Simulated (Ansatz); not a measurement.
# Sn under changes of volume

One of the cells (27.650 Å³/atom); the others are scaled copies at fixed shape and fractional positions:

```
CELL_PARAMETERS angstrom
-2.94014 2.94014 1.59930
2.94014 -2.94014 1.59930
2.94014 2.94014 -1.59930
ATOMIC_POSITIONS crystal
Sn 0.00000 0.00000 0.00000
Sn 0.75000 0.25000 0.50000
```

| Quantity | Value |
| --- | --- |
| Program | Ansatz 0.2.0 |
| Functional | r2SCAN0 |
| Potentials or basis | Ansatz PAW |
| Cutoff | 500 eV (not typed: the program's choice for these potentials) |
| k mesh | 5 × 5 × 5 |
| Occupations | fermi-dirac, width 0.05 eV |
| Spin | no spin polarisation |

```csv
volume (Å³/atom),energy over the lowest point (meV/atom),pressure (GPa)
25.991,9.87,2.9
26.544,?,?
27.097,0.00,0.1
27.650,1.73,-1.1
28.203,7.26,-2.1
28.756,16.15,-3.0
29.309,26.24,-3.6
```

**Question.** What does the run at 26.544 Å³/atom give?

**Answer.** Energy over the lowest point 2.53 meV/atom; pressure 1.4 GPa.

Worked out: A Birch-Murnaghan fit of order 3 (a polynomial in V^(-2/3)) to the other rows has its minimum at 27.10 Å³/atom with B0 = V·E''(V) = 62 GPa (rough, since the energies scatter) at fixed shape and positions, which overstates the stiffness. It gives 2.17 meV/atom at 26.544 Å³/atom, against the run's 2.53, and -dE/dV = 1.4 GPa, against 1.4.

Energies are extrapolated to zero smearing.

Caveats: all runs use coarse meshes; the PAW data sets come from PBE, with cores solved anew for the run's functional, which leaves a small shift of forces and pressure; the thresholds are loose for stress.
